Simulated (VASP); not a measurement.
This VASP 6.6.1 run on Nb needs a look.

The input INCAR:

```
PREC     = Accurate       # precision mode
ENCUT    = 520            # plane-wave cutoff, eV
EDIFF    = 1E-6           # SCF threshold, eV
ISMEAR   = 1              # smearing method
SIGMA    = 0.1            # smearing width, eV
LREAL    = F              # projectors in reciprocal space
LASPH    = T              # aspherical terms in the spheres
NELM     = 55             # most SCF steps
ALGO     = None           # electronic algorithm
ISIF     = 2              # what is computed and relaxed
LWAVE    = F              # write WAVECAR
LCHARG   = F              # write CHGCAR
LMAXMIX  = 4              # l up to which the mixer works
GGA      = CX             # functional
LUSE_VDW = T            
AGGAC    = 0.0          
NBANDS   = 20             # bands
```

Nb.cif

```cif
data_Nb
_cell_length_a 3.32790000
_cell_length_b 3.32790000
_cell_length_c 3.32790000
_cell_angle_alpha 90.00000000
_cell_angle_beta 90.00000000
_cell_angle_gamma 90.00000000
_space_group_name_H-M_alt 'Im-3m'
_space_group_name_Hall '-I 4 2 3'
_space_group_IT_number 229
loop_
_space_group_symop_operation_xyz
'x,y,z'
'-x,-y,-z'
'-y,x,z'
'y,-x,-z'
'-x,-y,z'
'x,y,-z'
'y,-x,z'
'-y,x,-z'
'x,-y,-z'
'-x,y,z'
'-y,-x,-z'
'y,x,z'
'-x,y,-z'
'x,-y,z'
'y,x,-z'
'-y,-x,z'
'z,x,y'
'-z,-x,-y'
'z,-y,x'
'-z,y,-x'
'z,-x,-y'
'-z,x,y'
'z,y,-x'
'-z,-y,x'
'-z,x,-y'
'z,-x,y'
'-z,-y,-x'
'z,y,x'
'-z,-x,y'
'z,x,-y'
'-z,y,x'
'z,-y,-x'
'y,z,x'
'-y,-z,-x'
'x,z,-y'
'-x,-z,y'
'-y,z,-x'
'y,-z,x'
'-x,z,y'
'x,-z,-y'
'-y,-z,x'
'y,z,-x'
'-x,-z,-y'
'x,z,y'
'y,-z,-x'
'-y,z,x'
'x,-z,y'
'-x,z,-y'
'x+1/2,y+1/2,z+1/2'
'-x+1/2,-y+1/2,-z+1/2'
'-y+1/2,x+1/2,z+1/2'
'y+1/2,-x+1/2,-z+1/2'
'-x+1/2,-y+1/2,z+1/2'
'x+1/2,y+1/2,-z+1/2'
'y+1/2,-x+1/2,z+1/2'
'-y+1/2,x+1/2,-z+1/2'
'x+1/2,-y+1/2,-z+1/2'
'-x+1/2,y+1/2,z+1/2'
'-y+1/2,-x+1/2,-z+1/2'
'y+1/2,x+1/2,z+1/2'
'-x+1/2,y+1/2,-z+1/2'
'x+1/2,-y+1/2,z+1/2'
'y+1/2,x+1/2,-z+1/2'
'-y+1/2,-x+1/2,z+1/2'
'z+1/2,x+1/2,y+1/2'
'-z+1/2,-x+1/2,-y+1/2'
'z+1/2,-y+1/2,x+1/2'
'-z+1/2,y+1/2,-x+1/2'
'z+1/2,-x+1/2,-y+1/2'
'-z+1/2,x+1/2,y+1/2'
'z+1/2,y+1/2,-x+1/2'
'-z+1/2,-y+1/2,x+1/2'
'-z+1/2,x+1/2,-y+1/2'
'z+1/2,-x+1/2,y+1/2'
'-z+1/2,-y+1/2,-x+1/2'
'z+1/2,y+1/2,x+1/2'
'-z+1/2,-x+1/2,y+1/2'
'z+1/2,x+1/2,-y+1/2'
'-z+1/2,y+1/2,x+1/2'
'z+1/2,-y+1/2,-x+1/2'
'y+1/2,z+1/2,x+1/2'
'-y+1/2,-z+1/2,-x+1/2'
'x+1/2,z+1/2,-y+1/2'
'-x+1/2,-z+1/2,y+1/2'
'-y+1/2,z+1/2,-x+1/2'
'y+1/2,-z+1/2,x+1/2'
'-x+1/2,z+1/2,y+1/2'
'x+1/2,-z+1/2,-y+1/2'
'-y+1/2,-z+1/2,x+1/2'
'y+1/2,z+1/2,-x+1/2'
'-x+1/2,-z+1/2,-y+1/2'
'x+1/2,z+1/2,y+1/2'
'y+1/2,-z+1/2,-x+1/2'
'-y+1/2,z+1/2,x+1/2'
'x+1/2,-z+1/2,y+1/2'
'-x+1/2,z+1/2,-y+1/2'
loop_
_atom_site_label
_atom_site_type_symbol
_atom_site_symmetry_multiplicity
_atom_site_Wyckoff_symbol
_atom_site_fract_x
_atom_site_fract_y
_atom_site_fract_z
_atom_site_occupancy
Nb1 Nb 2 a 0.0000000000 0.0000000000 0.0000000000 1
```

Contents of KPOINTS:

```
regular mesh
0
Gamma
  8 8 8
```

Contents of POSCAR:

```
Nb
 1.0000000000000000
     3.3279000000000001    0.0000000000000000    0.0000000000000000
     0.0000000000000000    3.3279000000000001    0.0000000000000000
     0.0000000000000000    0.0000000000000000    3.3279000000000001
 Nb 
   2
Cartesian
  0.0000000000000000  0.0000000000000000  0.0000000000000000
  1.6639500000000000  1.6639500000000000  1.6639500000000000
```

File KPOINTS_OPT:

```
path GXMGRX,MR
15
line-mode
reciprocal
 0.0000000000  0.0000000000  0.0000000000  G
 0.0000000000  0.5000000000  0.0000000000  X

 0.0000000000  0.5000000000  0.0000000000  X
 0.5000000000  0.5000000000  0.0000000000  M

 0.5000000000  0.5000000000  0.0000000000  M
 0.0000000000  0.0000000000  0.0000000000  G

 0.0000000000  0.0000000000  0.0000000000  G
 0.5000000000  0.5000000000  0.5000000000  R

 0.5000000000  0.5000000000  0.5000000000  R
 0.0000000000  0.5000000000  0.0000000000  X

 0.5000000000  0.5000000000  0.0000000000  M
 0.5000000000  0.5000000000  0.5000000000  R
```

Potentials or basis: VASP PAW PBE potentials, release 64 (Nb_sv).

Launch:

```sh
$ ase convert -i cif -o vasp Nb.cif POSCAR
$ cat potpaw_PBE.64/Nb_sv/POTCAR > POTCAR
$ mpirun -np 1 vasp_std > vasp.out
```

OUTCAR:

```text
PREC = Accurate
   ENCUT = 520
   EDIFF = 1E-6
   ISMEAR = 1
   LREAL = F
   LASPH = T
   NELM = 55
   ISIF = 2
   GGA = CX

 ion  position               nearest neighbor table
   1  0.000  0.000  0.000-   2 2.88   2 2.88   2 2.88   2 2.88   2 2.88   2 2.88   2 2.88   2 2.88

   2  0.500  0.500  0.500-   1 2.88   1 2.88   1 2.88   1 2.88   1 2.88   1 2.88   1 2.88   1 2.88

  LATTYP: Found a simple cubic cell.
[... 766 lines left out ...]

  FORCE on cell =-STRESS in cart. coord.  units (eV):
  Direction    XX          YY          ZZ          XY          YZ          ZX
  --------------------------------------------------------------------------------------
  -------------------------------------------------------------------------------------
  Total      705.6309295    705.6309295    705.6309295     -0.0000000      0.0000000      0.0000000
  in kB    30674.4926275  30674.4926275  30674.4926275     -0.0000000      0.0000000      0.0000000
  external PRESSURE =   30674.4926275 kB  Pullay stress =       0.0000000 kB

 VOLUME and BASIS-vectors are now :
 -----------------------------------------------------------------------------
  energy-cutoff  :      520.00
  volume of cell :       36.86
      direct lattice vectors                 reciprocal lattice vectors
     3.327900000  0.000000000  0.000000000     0.300489798  0.000000000  0.000000000
     0.000000000  3.327900000  0.000000000     0.000000000  0.300489798  0.000000000
     0.000000000  0.000000000  3.327900000     0.000000000  0.000000000  0.300489798

 POSITION                                       TOTAL-FORCE (eV/Angst)
 -----------------------------------------------------------------------------------
      0.00000      0.00000      0.00000         0.000000      0.000000      0.000000
      1.66395      1.66395      1.66395        -0.000000     -0.000000     -0.000000
 -----------------------------------------------------------------------------------
    total drift:                                0.000000      0.000000      0.000000

  FREE ENERGIE OF THE ION-ELECTRON SYSTEM (eV)
  ---------------------------------------------------
  free  energy   TOTEN  =      1230.4909046120 eV

  energy  without entropy=     1230.4921644774  energy(sigma->0) =     1230.49132457

Total vdW correction in eV:      0.4205590
```

On the terminal:

```text
POSCAR found type information on POSCAR Nb
 POSCAR found :  1 types and       2 ions
 scaLAPACK will be used
[... 66 lines left out ...]
k-point batch [1-35\90]
k-point batch [36-70\90]
k-point batch [71-90\90]
```

Diagnose the run.

The run did not converge. The input holds a flaw that was put in on purpose: no self-consistency without orbitals (ALGO = None).
